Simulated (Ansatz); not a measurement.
A run of Ansatz 0.2.0 is set up as follows.

Contents of input.yaml:

```yaml
crystal:
  lattice:
    - [0.0, 2.035, 2.035]
    - [2.035, 0.0, 2.035]
    - [2.035, 2.035, 0.0]
  atoms:
    - { symbol: Au, position: [0.0, 0.0, 0.0] }
kpoints:
  mp_grid: { grid: [11, 11, 11] }
scf:
  occupations: { method: fermi_dirac, width: 0.05 }
hamiltonian:
  xc: pbe
  pseudopotentials: { kind: all_electron, lapw: { basis_error: 0.001 } }
output:
  forces: true
  stress: true
  eigenvalues: true
  populations: true
```

Potentials or basis: all-electron LAPW, scalar-relativistic.

The run is started by

```sh
$ ansatz run input.yaml --threads 1 --pin off --max-ram 2560MiB --backend cpu --events-out ev --progress --plain --runs-dir out
```

Q: Predict the band gap on the k mesh.

A: None (metal or under the smearing width).

Q: Estimate the pressure.

A: 10.8 GPa.

The run has no spin-orbit coupling, so splittings on Au are missing.
